Iridium is a simple test: one atom in the cell, a cubic metal, and no internal coordinate that could relax. It would be natural to think that every functional with a gradient correction repairs the local density approximation (LDA) in much the same way, so that five of the six rows should nearly agree. They don't. The gradient-corrected rows differ among themselves by more than some of them differ from LDA.

GPAW 26.7.0, plane-wave PAW DFT without spin polarisation, spin-orbit coupling or dispersion correction: full cell relaxation of face-centred cubic Ir (one-atom primitive cell), with a 600 eV cutoff, a 12×12×12 k mesh and Fermi-Dirac smearing of 0.05 eV. Volume changes are relative to the shared starting cell of 14.06 Å³ per atom.

```
functional                                           potentials  volume change (%)  relaxed length a (Å)
       LDA                 GPAW PAW data sets (gpaw data 1.2.1)             -2.240                 2.689
       PBE                 GPAW PAW data sets (gpaw data 1.2.1)              2.710                 2.733
    PBEsol  PAW data sets made by gpaw setup for the functional             -0.510                 2.704
    revPBE                 GPAW PAW data sets (gpaw data 1.2.1)              3.670                 2.742
      RPBE                 GPAW PAW data sets (gpaw data 1.2.1)              4.070                 2.745
      BLYP  PAW data sets made by gpaw setup for the functional              7.610                 2.776
```

The volume change is counted from one supplied cell that is the same in all rows. Its zero is a common starting point, which need not be the true size of the crystal. The relaxed length a is an edge of the primitive cell, and in this lattice it equals the distance between nearest neighbours. The lattice stays face-centred cubic in every row, so the crystal only swells or shrinks, and the volume tells the whole story.

LDA, the first row, contracts the cell by 2.2%. It treats the electrons at each point as if they belonged to a uniform gas of the local density, and its tendency to bind atoms too tightly is well known. In the starting cell it finds a pressure of −8.8 GPa, which means that the crystal is under tension and pulls inwards.

PBE, in the second row, finds +9.9 GPa in exactly the same cell and pushes outwards. The atoms and their positions are identical, so the difference comes from the way the energy is calculated. The stiffness is similar: on the way to their relaxed cells, LDA and PBE both release a little under 4 GPa for each percent of volume. The two functionals thus describe springs of similar strength with different rest lengths.

Theory explains the outward push by the unevenness of the electron density. What counts is how fast the density n changes compared with the local wavelength of the electrons, measured by the reduced gradient

s = |∇n| / [2(3π²)^(1/3) n^(4/3)]

On the flank of an atom the density falls roughly exponentially, so its slope is proportional to n and s grows as n^(−1/3). When the atoms move apart, the density between them thins and s rises on average, though it stays zero midway between two neighbours, where the slope vanishes. Gradient-corrected exchange lowers the energy where s is large, and so it rewards expansion. The gradient term in PBE correlation works against this, but exchange prevails.

PBEsol, in the third row, tests this picture by weakening the correction. It reduces the coefficient of s² in exchange by somewhat less than half and also weakens the gradient term in correlation. Its volume falls between those of LDA and PBE, about a third of the way up from LDA, and its pressure in the starting cell is a mild −2.0 GPa. The order is what one would expect from a weaker correction, although two ingredients change at once, so this row doesn't isolate exchange.

The next two rows do isolate it. revPBE and RPBE keep the correlation of PBE and alter only its exchange. In all three, exchange is multiplied by a factor F that starts at one, rises with s² and then bends over towards a ceiling. revPBE raises the ceiling, while RPBE keeps the ceiling of PBE but climbs towards it faster. Either change gives a larger reward for uneven density, and both cells come out larger than with PBE.

The sizes of these two small steps can be compared without knowing the electron density. With μ for the shared initial coefficient and κ for the height of the ceiling above one, the factors for moderate s are

PBE and revPBE: F ≈ 1 + μs² − μ²s⁴/κ
RPBE: F ≈ 1 + μs² − μ²s⁴/(2κ)

The s² terms are the same, so the functionals part company only at s⁴. If κ′ is the larger value used in revPBE, the gains over PBE are

revPBE: μ²s⁴ (1/κ − 1/κ′)
RPBE: μ²s⁴/(2κ)

Both contain the same μ²s⁴, whatever the density of iridium looks like. A small extra energy term shifts the volume in proportion to its strength, so the density cancels from the ratio of the two expansions. The constants that define the functionals give κ/κ′ = 0.65, and therefore

expected ratio = 2 × (1 − 0.65) = 0.70

or 0.71 with unrounded constants. The table gives

(3.67 − 2.71)/(4.07 − 2.71) = 0.96/1.36 = 0.71

The printed output after this text shows this comparison together with the steps between the rows. No number from the table entered the expected ratio. The agreement supports the view that exchange at moderate gradients sets these two steps. It is a test of their ratio only: the absolute expansion would require the actual density, and the short series is already rough near s = 1. The ratio is sturdier, because the s⁶ terms of the two gains stand in nearly the same proportion, but it too fails where s is well above one. The small stress left in the relaxed PBE cell corresponds to about 0.04 percentage points of volume, a tenth of the step from revPBE to RPBE. The stresses left in the revPBE and RPBE cells are smaller still, so the order of these two rows is safe.

BLYP, the last row, breaks the gentle progression. From RPBE to BLYP the volume change jumps by 3.5 percentage points, more than twice the whole step from PBE to RPBE. BLYP replaces exchange and correlation together, so the table alone can't divide the jump between them. It also uses specially generated atomic data sets, as PBEsol does, and their influence has not been tested.

The main suspect, on theoretical grounds, is the correlation part. LYP was built on the correlation of the helium atom and doesn't reproduce the uniform electron gas, the natural reference for the mobile electrons of a metal. At metallic densities it recovers too little correlation energy, and the shortfall grows as the gas becomes denser. Compression should therefore gain too little correlation energy, which favours a larger volume. This would be a different cause from the stronger exchange of revPBE and RPBE, acting in the same direction. How much of the jump it explains has not been calculated.

For practical work, the stiffness of iridium makes these differences in size matter. The LDA and PBE volume changes are 4.95 percentage points apart, so a cell relaxed with LDA and then used with PBE would start under a false pressure of nearly 20 GPa. Cell and functional should therefore be kept together whenever stresses or elastic properties are wanted. The small volume change of PBEsol means only that it agrees with the supplied cell; a fair ranking against experiment would also need spin-orbit coupling, which can matter in so heavy an element, and the effects of temperature and zero-point motion.

Output of the analysis:

```
cell sizes:
     row  volume change in %  nearest distance in angstrom  cubic edge in angstrom
     LDA               -2.24                         2.689                   3.803
     PBE                2.71                         2.733                   3.865
  PBEsol               -0.51                         2.704                   3.824
  revPBE                3.67                         2.742                   3.878
    RPBE                4.07                         2.745                   3.882
    BLYP                7.61                         2.776                   3.926
whole spread of volume change, BLYP less LDA, in percentage points: 9.85
whole spread of nearest distance in angstrom: 0.087
step LDA to PBEsol in percentage points: 1.73
step PBEsol to PBE in percentage points: 3.22
step PBE to revPBE in percentage points: 0.96
step revPBE to RPBE in percentage points: 0.4
step RPBE to BLYP in percentage points: 3.54
step PBE to RPBE in percentage points: 1.36
step PBE to BLYP in percentage points: 4.9
pressure in the common starting cell, LDA, in GPa: -8.826
pressure in the common starting cell, PBEsol, in GPa: -1.978
pressure in the common starting cell, PBE, in GPa: 9.85
pressure released per percent of volume, LDA, in GPa: 3.876
pressure released per percent of volume, PBEsol, in GPa: 3.863
pressure released per percent of volume, PBE, in GPa: 3.69
volume error from the leftover stress of PBE in percentage points: 0.04054
expansion beyond PBE, revPBE divided by RPBE, from the table: 0.7059
same ratio with PBE corrected for its leftover stress: 0.7144
same ratio expected from the s**4 terms of exchange: 0.7084
```
